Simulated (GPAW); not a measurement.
Write an ASE script for GPAW 26.7.0 that does the following.

```
Task                : single point
Functional          : PBE
Potentials or basis : GPAW PAW data sets (gpaw-data 1.2.1)
Cutoff              : 650 eV
Basis               : pw
k mesh              : 10 × 10 × 4
Occupations         : fermi-dirac, width 0.05 eV
Spin                : no spin polarisation
Maxiter             : 120
Convergence         : default
```

The structure of BN lies in POSCAR:

```
BN
1.0
    2.4982400000      0.0000000000      0.0000000000
   -1.2491200000      2.1635393048      0.0000000000
    0.0000000000      0.0000000000      6.6357000000
N B
2 2
Direct
    0.6666666667      0.3333333333      0.2500000000
    0.3333333333      0.6666666667      0.7500000000
    0.6666666667      0.3333333333      0.7500000000
    0.3333333333      0.6666666667      0.2500000000
```

One way to write it, as run:

run.py

```python
from ase.dft.bandgap import bandgap
from ase.io import read, write
from ase.units import GPa
from gpaw import GPAW, PW

atoms = read('POSCAR')

calc = GPAW(mode=PW(650),
            xc='PBE',
            kpts={'size': (10, 10, 4), 'gamma': True},
            occupations={'name': 'fermi-dirac', 'width': 0.05},
            nbands=18,
            maxiter=120,
            txt='gpaw.txt')
atoms.calc = calc
energy = atoms.get_potential_energy()
forces = atoms.get_forces()
stress = atoms.get_stress()
calc.write('gs.gpw')
write('result.traj', atoms)
print(f'Energy: {energy:.6f} eV')
print('Forces (eV/A):')
print(forces.round(4))
print('Stress (GPa):', (stress / GPa).round(3))
print('Fermi level:', round(calc.get_fermi_level(), 4), 'eV')
print(f'Gap: {bandgap(calc)[0]:.4f} eV, direct: {bandgap(calc, direct=True)[0]:.4f} eV')
```

Potentials or basis: GPAW PAW data sets (gpaw-data 1.2.1), pw.

Run with:

```sh
$ OMP_NUM_THREADS=1 python run.py
```

Results of the run:

The pressure is 0.3 GPa and the band gap on the k mesh is 4.24 eV, indirect (least direct gap 4.68 eV).

Caveat: the cutoff is short for stress and forces, so pressures can be off by a GPa or more; this functional lacks dispersion, which binds the layers, so the pressure and a relaxed spacing across them are unreliable.

Wall time 19 s on 1 thread of Arm Neoverse V1, on a shared host, peak memory 0.16 GiB.
